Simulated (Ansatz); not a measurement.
# BaS: the cost of one run

Computed with Ansatz 0.2.0 (DFT PBEsol, scalar-relativistic, unless a step's input says otherwise).

## Step 1: Starting point

The structure is cubic, space group Fm-3m (No. 225). Conventional cell: a = 6.388 Å, b = 6.388 Å, c = 6.388 Å, α = 90.00°, β = 90.00°, γ = 90.00°. Ba (site symmetry m-3m) is surrounded by 6 S at 3.19 Å. S (site symmetry m-3m) is surrounded by 6 Ba at 3.19 Å.

Coordinates:

```xyz
2
Lattice="0.0000 3.1938 3.1937 3.1938 0.0000 3.1937 3.1938 3.1938 0.0000" Properties=species:S:1:pos:R:3 pbc="T T T"
Ba    0.0000    0.0000    0.0000
S     3.1938    3.1938    3.1937
```

Atoms are numbered in the order of the input: Ba1, S2.

## Step 2: After the deformation

Space group Fm-3m before, I4/mmm after.

## Step 3: All-electron LAPW

Contents of input.yaml:

```yaml
crystal:
  lattice:
    - [0.0, 3.19375, 3.257625]
    - [3.19375, 0.0, 3.257625]
    - [3.19375, 3.19375, 0.0]
  atoms:
    - { symbol: Ba, position: [0.0, 0.0, 0.0] }
    - { symbol: S, position: [0.5, 0.5, 0.5] }
kpoints:
  mp_grid: { grid: [8, 8, 8] }
  band_path:
    path:
      - [0.0, 0.0, 0.0]
      - [0.0, 0.5, 0.5]
      - [0.25, 0.75, 0.5]
      - [0.0, 0.5, 0.0]
      - [0.0, 0.0, 0.0]
      - [0.5, 0.5, 0.0]
      - [0.3701460977, 0.6298539023, 0.0]
      - [-0.3701460977, 0.3701460977, 0.0]
      - [0.0, 0.0, 0.0]
    npoints: 5
scf:
  occupations: { method: fermi_dirac, width: 0.02 }
hamiltonian:
  xc: pbesol
  pseudopotentials: { kind: all_electron, lapw: { basis_error: 0.00025 } }
output:
  forces: true
  stress: true
  eigenvalues: true
```

Started as:

```sh
$ ansatz run input.yaml --threads 1 --pin off --max-ram 3072MiB --backend cpu --events-out ev --progress --plain --runs-dir out
```

Q: Estimate wall time and peak memory on 1 thread of Intel Xeon 6975P-C (Granite Rapids), shared host.

About 8.2 s, with a peak of 0.38 GiB.
